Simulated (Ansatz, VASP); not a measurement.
# Bi: VASP beside Ansatz

```
Bi
1.0
     3.22221    0.00000    0.00000
     0.00000    3.22221    0.00000
     0.00000    0.00000    3.22221
Bi
1
Direct
  0.00000 0.00000 0.00000
```

Alike in both runs: functional PBEsol; k mesh 10 × 10 × 10; occupations fermi-dirac, width 0.1 eV; no spin polarisation.

Ansatz relaxed the structure, and its values are those at the end. VASP's run is a single point on that final structure, the one shown.

|  | VASP | Ansatz |
| --- | --- | --- |
| version | VASP 6.6.1 | Ansatz 0.2.0 |
| potentials or method | VASP PAW PBE potentials, release 64 (Bi_d) | plane waves (420 eV) with PAW, scalar-relativistic |
| plane-wave cutoff (eV) | 520 | 420 |
| valence electrons in the cell | 15 | 15 |

VASP gave:

```
pressure (GPa) : -0.1
```

Task: What did Ansatz give for the same quantities?

Result: Pressure (GPa): 0.0.

With one functional, cell and mesh, what is left measures potentials, basis and numerics. Ansatz warned: «pseudo_functional_mismatch».

Caveats: the PAW data sets were made with another functional, which shifts forces and pressure a little (VASP).
